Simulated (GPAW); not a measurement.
Cr, 2 atoms in the cell. The structure is hexagonal, space group P6_3/mmc (No. 194). Conventional cell: a = 2.714 Å, b = 2.714 Å, c = 4.410 Å, α = 90.00°, β = 90.00°, γ = 120.00°. Cr (site symmetry -6m2) is surrounded by 12 Cr at 2.71 Å. This isn't the form of Cr at room conditions, which is bcc.

```yaml
Program: GPAW 26.7.0
Task: relaxation of cell and atoms
Functional: PBEsol
Potentials_or_basis: PAW data sets generated in the run's folder for this functional
Cutoff: 600 eV
Basis: pw
k_mesh: 8 × 8 × 5
Occupations: fermi-dirac, width 0.05 eV
Spin: collinear spin, ferromagnetic start
Starting_moments: "[3.0, 3.0] μB"
Target_pressure: 30 GPa
Maxiter: 150
Optimizer: BFGS
Fmax: 0.02 eV/Å
Max_steps: 60
Target_pressure: 30 GPa
Convergence: density=1e-05 forces=0.0001
```

Potentials or basis: PAW data sets generated in the run's folder for this functional, pw.

Run with:

```sh
$ gpaw-setup -f PBEsol Cr
$ OMP_NUM_THREADS=1 python run.py
```

Hardware: 1 thread of Arm Neoverse V2, with other jobs on the host.

Q: Estimate the wall time of this run.

A: Run time: 2.6 min on 1 thread of Arm Neoverse V2, with other jobs on the host, peak memory 0.28 GiB. Counts: scf iterations 108, plane waves 966, bands 17, k points 40, ion steps 9.
